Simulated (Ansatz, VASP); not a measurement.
## Cu: VASP beside Ansatz

```
Cu
1.0
     1.21846   -3.97638    0.00000
     1.21846    3.97638    0.00000
     0.00000    0.00000    2.47550
Cu
2
Direct
  0.86613 0.13387 0.75000
  0.13387 0.86613 0.25000
```

This isn't the form of Cu at room conditions, which is fcc.

Alike in both runs: functional PBEsol; k mesh 6 × 6 × 6; occupations fermi-dirac, width 0.05 eV; no spin polarisation.

|  | VASP | Ansatz |
| --- | --- | --- |
| version | VASP 6.6.1 | Ansatz 0.2.0 |
| potentials or method | VASP PAW PBE potentials, release 64 (Cu) | Ansatz PAW |
| plane-wave cutoff (eV) | 520 | 420 |
| valence electrons in the cell | 22 | 38 |
| task | single point | band structure |

Ansatz gave:

| Quantity | Value |
| --- | --- |
| gap on the k mesh at the Fermi level (eV) | none |
| pressure (GPa) | -1.6 |
| largest component of the traceless stress (GPa) | 1.40 |

What did VASP give for the same quantities?

gap on the k mesh at the Fermi level (eV): none; pressure (GPa): -0.9; largest component of the traceless stress (GPa): 1.47.

A gap of «none» marks a metal or a gap that the smearing closes. The two sets of potentials don't hold the same shells in valence.

Caveats: the k mesh is coarse (spacing up to 0.45 Å⁻¹), so the values aren't converged; the PAW data sets were made with another functional, which shifts forces and pressure a little (VASP); the PAW data sets come from PBE, with cores solved anew for the run's functional, which leaves a small shift of forces and pressure (Ansatz).
